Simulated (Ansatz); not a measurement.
Take a crystal in which Ga has been replaced by In on all its sites, with the cell rescaled by a rough guess (in some cases also distorted within its space group) and nothing relaxed:

```cif
data_structure
_symmetry_space_group_name_H-M 'P 1'
_symmetry_Int_Tables_number 1
_cell_length_a 4.9960
_cell_length_b 4.9960
_cell_length_c 4.9960
_cell_angle_alpha 90.000
_cell_angle_beta 90.000
_cell_angle_gamma 90.000
_cell_volume 124.70
loop_
_atom_site_label
_atom_site_type_symbol
_atom_site_fract_x
_atom_site_fract_y
_atom_site_fract_z
_atom_site_occupancy
In1 In 0.00000 0.50000 0.50000 1
In2 In 0.50000 0.00000 0.50000 1
In3 In 0.50000 0.50000 0.00000 1
Se1 Se 0.00000 0.00000 0.00000 1
```

Method: DFT PBE, scalar-relativistic, plane waves, PAW in Ansatz.

Settings: cutoff 420 eV, Γ-centred mesh 8×8×8 on the computed 4-atom cell, Gaussian smearing of 0.10 eV; no spin polarisation.

Q: Will this cell want to expand or contract, and how hard?

A: The pressure is -3.2 GPa (positive in compression), so the cell would contract.

Q: Is it a metal on this mesh?

A: Yes, a band crosses the Fermi level.

Q: What is its energy against the elements in their standard states?

A: -0.083 eV/atom at this unrelaxed geometry, with the elements in the same functional.

Spin polarisation was left out, and a magnetic state may lie lower.